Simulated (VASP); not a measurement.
# C (Fd-3m) in VASP: further runs

The runs below take C through single point, with LDA.

Everything below comes from runs of VASP 6.6.1. Logs are shortened: lines on timing, memory, paths and dates and some standing lists are left out, and cuts for length are marked.

## (1) The undisturbed crystal

The structure is cubic, space group Fd-3m (No. 227). The conventional cell has a = 3.567 Å, b = 3.567 Å, c = 3.567 Å, α = 90.00°, β = 90.00°, γ = 90.00°. C (site symmetry -43m) has 4 C at 1.54 Å as nearest neighbours.

This isn't the form of C at room conditions, which is graphite.

## (2) Single point, LDA (grid = ENCUT=520 dk=0.45 cell=2x2x1 ISMEAR=0 SIGMA=0.05 LREAL=Auto EDIFF=1e-06)

Input file INCAR:

```
SYSTEM = C
PREC = Accurate ; ENCUT = 520
EDIFF = 1E-6 ; ISMEAR = 0
SIGMA = 0.05 ; LREAL = Auto
LASPH = .True. ; NELM = 120
ALGO = Fast ; ISIF = 2
LWAVE = .False. ; LCHARG = .False.
GGA = CA ; NBANDS = 24
```

Input file KPOINTS:

```
Automatic mesh
0
Gamma
  7 7 7
  0 0 0
```

Input file POSCAR:

```
C
1.0
    0.0000000000      3.5667400000      3.5667400000
    3.5667400000      0.0000000000      3.5667400000
    1.7833700000      1.7833700000      0.0000000000
C
8
Direct
    0.3750000000      0.3750000000      0.7500000000
    0.3750000000      0.8750000000      0.7500000000
    0.8750000000      0.3750000000      0.7500000000
    0.8750000000      0.8750000000      0.7500000000
    0.2500000000      0.2500000000      0.5000000000
    0.2500000000      0.7500000000      0.5000000000
    0.7500000000      0.2500000000      0.5000000000
    0.7500000000      0.7500000000      0.5000000000
```

Potentials or basis: VASP PAW LDA potentials, release 64 (C).

The run is started by

```sh
$ cat potpaw_LDA.64/C/POTCAR > POTCAR
$ mpirun -np 1 vasp_std > vasp.out
```

OUTCAR:

```text
SYSTEM = C
   PREC = Accurate
   ENCUT = 520
   EDIFF = 1E-6
   ISMEAR = 0
   LREAL = Auto
   LASPH = .True.
   NELM = 120
   ISIF = 2
   GGA = CA

 Found     64 irreducible k-points:

 Following reciprocal coordinates:
            Coordinates               Weight
  0.000000  0.000000  0.000000      1.000000
  0.142857  0.000000  0.000000      4.000000
  0.285714  0.000000  0.000000      4.000000
  0.428571  0.000000  0.000000      4.000000
  0.142857  0.142857  0.000000      2.000000
  0.285714  0.142857  0.000000      4.000000
   k-points           NKPTS =     64   k-points in BZ     NKDIM =     64   number of bands    NBANDS=     24
   number of dos      NEDOS =    301   number of ions     NIONS =      8
   total plane-waves  NPLWV =  32000
   dimension x,y,z NGX =    40 NGY =   40 NGZ =   20
   dimension x,y,z NGXF=    80 NGYF=   80 NGZF=   40
   ions per type =               8
   NGX,Y,Z   is equivalent  to a cutoff of  13.18, 13.18, 13.18 a.u.
   NGXF,Y,Z  is equivalent  to a cutoff of  26.37, 26.37, 26.37 a.u.
 SYSTEM =  C
   PREC   = accura    normal or accurate (medium, high low for compatibility)
   ISTART =      0    job   : 0-new  1-cont  2-samecut
   ICHARG =      2    charge: 1-file 2-atom 10-const
   ISPIN  =      1    spin polarized calculation?
   LNONCOLLINEAR =      F non collinear calculations
   LSORBIT =      F    spin-orbit coupling
   LASPH  =      T    aspherical Exc in radial PAW
   ENCUT  =  520.0 eV  38.22 Ry    6.18 a.u.   9.38  9.38  4.69*2*pi/ulx,y,z
   NELM   =    120;   NELMIN=  2; NELMDL= -5     # of ELM steps
   EDIFF  = 0.1E-05   stopping-criterion for ELM
   LREAL  =      T    real-space projection
   EDIFFG = 0.1E-04   stopping-criterion for IOM
   NSW    =      0    number of steps for IOM
   IBRION =     -1    ionic relax: 0-MD 1-quasi-New 2-CG
   NFREE  =      0    steps in history (QN), initial steepest desc. (CG)
   ISIF   =      2    stress and relaxation
   ISYM   =      2    0-nonsym 1-usesym 2-fastsym
   POTIM  = 0.5000    time-step for ionic-motion
   TEBEG  =    0.0;   TEEND  =   0.0 temperature during run
   PSTRESS=    0.0 pullay stress
   NELECT =      32.0000    total number of electrons
   NUPDOWN=      -1.0000    fix difference up-down
   EMIN   =  10.00;   EMAX   =-10.00  energy-range for DOS
   EFERMI =   0.00;   METHOD = LEGACY
   ISMEAR =     0;   SIGMA  =   0.05  broadening in eV -4-tet -1-fermi 0-gaus
   EFERMI_NEDOS =   21; number of points for ismear=-14 and -15
   IALGO  =     68    algorithm
   IMIX   =      4    mixing-type and parameters
     AMIX     =   0.40;   BMIX     =  1.00
     AMIX_MAG =   1.60;   BMIX_MAG =  1.00
  volume/ion in A,a.u.               =       5.67        38.28
  Fermi-wavevector in a.u.,A,eV,Ry     =   1.457203  2.753714 28.891161  2.123440
  Thomas-Fermi vector in A             =   2.574032
   LORBIT       =      0    0 simple, 1 ext, 2 COOP (PROOUT), +10 PAW based schemes
   GGA     = CA    functional components
   LHFCALC =     F    Hartree Fock is set to
   AEXX    =    0.0000 exact exchange contribution
   IVDW    =     0    specifies the selected vdW correction
   LEPSILON=     F    determine dielectric tensor
   LRPA    =     F    only Hartree local field effects (RPA)
 non-spin polarized calculation
 RMM-DIIS sequential band-by-band and
 Gauss-broadening in eV      SIGMA  =   0.05
  energy-cutoff  :      520.00
  volume of cell :       45.37
 maximum number of plane-waves:      1241
 NGX is ok and might be reduce to    40
   NGX = 19   NGY = 19   NGZ =  9

 number of electron      31.9999996 magnetization

 Free energy of the ion-electron system (eV)
  ---------------------------------------------------
  ext. energy  EPLUGINS =         0.00000000
  ---------------------------------------------------
  free energy    TOTEN  =       -80.94361616 eV

  energy without entropy =      -80.94361616  energy(sigma->0) =      -80.94361616

 E-fermi :  10.0101     XC(G=0): -13.4998

 val. band max:        9.7230861486   @ k =   0.0000   0.0000   0.0000
 cond. band min:      13.8209629441   @ k =   0.2857   0.2857   0.0000
 fundamental gap:      4.0978767955
 Fermi energy:        10.0101217358

 k-point     1 :       0.0000    0.0000    0.0000
  band No.  band energies     occupation
      1     -11.5955      2.00000
      2      -5.7543      2.00000
      3      -5.7543      2.00000
      4      -3.6345      2.00000
      5      -3.6345      2.00000
      6      -2.8847      2.00000
[... 16 lines left out ...]
     23      18.1062      0.00000
     24      18.1063      0.00000

 k-point     2 :       0.1429    0.0000    0.0000
  band No.  band energies     occupation
      1     -11.4542      2.00000
      2      -6.7485      2.00000
      3      -5.8039      2.00000
      4      -3.9325      2.00000
      5      -3.3327      2.00000
      6      -2.4107      2.00000
[... 16 lines left out ...]
     23      18.0914      0.00000
     24      18.0923      0.00000

 k-point     3 :       0.2857    0.0000    0.0000
  band No.  band energies     occupation
      1     -11.0317      2.00000
      2      -8.1458      2.00000
      3      -5.8359      2.00000
      4      -4.7624      2.00000
      5      -2.5584      2.00000
      6      -0.5425      2.00000
[... 16 lines left out ...]
     23      17.9979      0.00000
     24      17.9990      0.00000

 k-point     4 :       0.4286    0.0000    0.0000
  band No.  band energies     occupation
      1     -10.3320      2.00000
      2      -9.3634      2.00000
      3      -5.7064      2.00000
      4      -5.3545      2.00000
      5      -1.5163      2.00000
      6      -0.5057      2.00000
[... 16 lines left out ...]
     23      17.7036      0.00000
     24      18.1579      0.00000

 k-point     5 :       0.1429    0.1429    0.0000
  band No.  band energies     occupation
      1     -11.4072      2.00000
      2      -6.1785      2.00000
      3      -6.1785      2.00000
      4      -5.0685      2.00000
      5      -2.8817      2.00000
      6      -2.8817      2.00000
[... 16 lines left out ...]
     23      18.0448      0.00000
     24      18.3605      0.00000

 k-point     6 :       0.2857    0.1429    0.0000
  band No.  band energies     occupation
      1     -11.0785      2.00000
      2      -7.5741      2.00000
      3      -5.9861      2.00000
      4      -5.4730      2.00000
      5      -2.9884      2.00000
      6      -0.9591      2.00000
[... 16 lines left out ...]
     23      18.0825      0.00000
     24      18.2357      0.00000

 [... further k-points ...]

------------------------ aborting loop because EDIFF is reached ----------------------------------------

  FORCE on cell =-STRESS in cart. coord.  units (eV):
  Direction    XX          YY          ZZ          XY          YZ          ZX
  --------------------------------------------------------------------------------------
  -------------------------------------------------------------------------------------
  Total       -3.1957044     -3.1957044     -3.2071280      0.0113438      0.0000000     -0.0000000
  in kB     -112.8399356   -112.8399356   -113.2433006      0.4005489      0.0000000     -0.0000000
  external PRESSURE =    -112.9743906 kB  Pullay stress =       0.0000000 kB

 VOLUME and BASIS-vectors are now :
 -----------------------------------------------------------------------------
  energy-cutoff  :      520.00
  volume of cell :       45.37
      direct lattice vectors                 reciprocal lattice vectors
     0.000000000  3.566740000  3.566740000    -0.140184034  0.140184034  0.140184034
     3.566740000  0.000000000  3.566740000     0.140184034 -0.140184034  0.140184034
     1.783370000  1.783370000  0.000000000     0.280368067  0.280368067 -0.280368067

 POSITION                                       TOTAL-FORCE (eV/Angst)
 -----------------------------------------------------------------------------------
      2.67505      2.67505      2.67505        -0.000000     -0.000000     -0.001247
      4.45843      2.67505      4.45843        -0.000000     -0.000000     -0.001247
      2.67505      4.45843      4.45843        -0.000000     -0.000000     -0.001247
      4.45843      4.45843      6.24179        -0.000000     -0.000000     -0.001247
      1.78337      1.78337      1.78337         0.000000      0.000000      0.001247
      3.56674      1.78337      3.56674         0.000000      0.000000      0.001247
      1.78337      3.56674      3.56674         0.000000      0.000000      0.001247
      3.56674      3.56674      5.35011         0.000000      0.000000      0.001247
 -----------------------------------------------------------------------------------
    total drift:                                0.000000      0.000000     -0.000000

  FREE ENERGIE OF THE ION-ELECTRON SYSTEM (eV)
  ---------------------------------------------------
  free  energy   TOTEN  =       -80.9436161586 eV

  energy  without entropy=      -80.9436161586  energy(sigma->0) =      -80.94361616
```

Run time: 66 s. Hardware: 1 thread of Intel Xeon Platinum 8488C (Sapphire Rapids), shared host; peak memory 0.17 GiB.

The run converged, but some of its settings lie outside the range that counts as converged, so its numbers aren't taken as properties of the crystal.

What came out:

```
Free energy            : -80.9436 eV
Pressure               : -11.3 GPa
Band gap on the k mesh : 4.10 eV
```

Caveat: the k mesh is coarse (spacing up to 0.44 Å⁻¹), so the values aren't converged; an odd mesh through Γ misses points on the zone boundary, where band edges often lie.

## (3) Single point, LDA (grid = ENCUT=400 dk=0.35 cell=2x2x1 ISMEAR=0 SIGMA=0.05 LREAL=Auto EDIFF=1e-06)

INCAR: that of step 2 with these lines changed.

```diff
@@ -1,3 +1,3 @@
 SYSTEM = C
-PREC = Accurate ; ENCUT = 520
+PREC = Accurate ; ENCUT = 400
 EDIFF = 1E-6 ; ISMEAR = 0
```

Input file KPOINTS:

```
Automatic mesh
0
Gamma
  9 9 9
  0 0 0
```

POSCAR is that of step 2.

Potentials or basis: VASP PAW LDA potentials, release 64 (C).

The run is started by

```sh
$ cat potpaw_LDA.64/C/POTCAR > POTCAR
$ mpirun -np 1 vasp_std > vasp.out
```

Run time: 2 min. Hardware: 1 thread of Intel Xeon Platinum 8488C (Sapphire Rapids), shared host; peak memory 0.17 GiB.

These settings aren't checked as converged: the numbers below hold their error.

What came out:

| Quantity | Value |
| --- | --- |
| Free energy | -80.9889 eV |
| Band gap on the k mesh | 4.09 eV |

Caveat: the cutoff is under 1.25 times the usual one of these potentials, so pressure, stress and relaxed cells hold a basis-set (Pulay) error; an odd mesh through Γ misses points on the zone boundary, where band edges often lie.

## (4) Single point, LDA (grid = ENCUT=650 dk=0.45 cell=2x2x1 ISMEAR=0 SIGMA=0.05 LREAL=Auto EDIFF=1e-06)

INCAR: that of step 3 with these lines changed.

```diff
@@ -1,3 +1,3 @@
 SYSTEM = C
-PREC = Accurate ; ENCUT = 400
+PREC = Accurate ; ENCUT = 650
 EDIFF = 1E-6 ; ISMEAR = 0
```

Input file KPOINTS:

```
Automatic mesh
0
Gamma
  7 7 7
  0 0 0
```

POSCAR is that of step 3.

The run is started by

```sh
$ cat potpaw_LDA.64/C/POTCAR > POTCAR
$ mpirun -np 1 vasp_std > vasp.out
```

Run time: 1.7 min. Hardware: 1 thread of Intel Xeon Platinum 8488C (Sapphire Rapids), shared host; peak memory 0.19 GiB.

These settings aren't checked as converged: the numbers below hold their error.

Results:

- Free energy: -80.9827 eV
- Pressure: -12.6 GPa
- Band gap on the k mesh: 4.10 eV

Caveat: the k mesh is coarse (spacing up to 0.44 Å⁻¹), so the values aren't converged; an odd mesh through Γ misses points on the zone boundary, where band edges often lie.
